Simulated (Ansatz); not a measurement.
**Pb: band structure with LDA**

Pb:

```
Pb
1.0
     0.00000    2.47502    2.47502
     2.47502    0.00000    2.47502
     2.47502    2.47502    0.00000
Pb
1
Cartesian
  0.0000 0.0000 0.0000
```

| Quantity | Value |
| --- | --- |
| Program | Ansatz 0.2.0 |
| Task | band structure |
| Functional | LDA |
| Potentials or basis | Ansatz PAW |
| Cutoff | 420 eV (not typed: the program's choice for these potentials) |
| k mesh | 9 × 9 × 9 |
| Occupations | fermi-dirac, width 0.05 eV |
| Spin | no spin polarisation |
| Path | [["G", "X", "W", "K", "G", "L", "U", "W", "L", "K"], ["U", "X"]] |
| Points for each segment of the path | 14 |

| Item | Value |
| --- | --- |
| Pressure | -2.2 GPa |
| Band gap on the k mesh | none (metal or under the smearing width) |

Levels at the corners of the path, in eV from the Fermi level:
```csv
point,band 3,band 4,band 5,band 6,band 7,band 8,band 9,band 10,band 11,band 12
Γ,-16.83,-16.68,-16.68,-11.64,7.48,7.48,7.48,9.99,11.55,12.68
X,-16.56,-16.51,-16.51,-6.66,-3.12,2.16,2.16,5.62,6.89,18.30
W,-16.77,-16.64,-16.51,-6.56,-1.22,-1.22,0.43,11.02,12.35,12.35
K,-16.62,-16.62,-16.56,-6.74,-2.13,-1.07,3.08,6.71,11.54,16.36
Γ,-16.83,-16.68,-16.68,-11.64,7.48,7.48,7.48,9.99,11.55,12.68
L,-16.82,-16.55,-16.55,-8.05,-4.05,5.65,5.65,9.47,9.68,11.41
U,-16.62,-16.62,-16.56,-6.74,-2.13,-1.07,3.08,6.71,11.54,16.36
W,-16.77,-16.64,-16.51,-6.56,-1.22,-1.22,0.43,11.02,12.35,12.35
L,-16.82,-16.55,-16.55,-8.05,-4.05,5.65,5.65,9.47,9.68,11.41
K,-16.62,-16.62,-16.56,-6.74,-2.13,-1.07,3.08,6.71,11.54,16.36
U,-16.62,-16.62,-16.56,-6.74,-2.13,-1.07,3.08,6.71,11.54,16.36
X,-16.56,-16.51,-16.51,-6.66,-3.12,2.16,2.16,5.62,6.89,18.30
```

Run time: 1.5 s on 2 threads of Arm Neoverse V1, with other jobs on the host, peak memory 0.27 GiB.

Caveat: spin-orbit coupling is left out, which moves the levels of the heavy elements; the PAW data sets come from PBE, with cores solved anew for the run's functional, which leaves a small shift of forces and pressure.
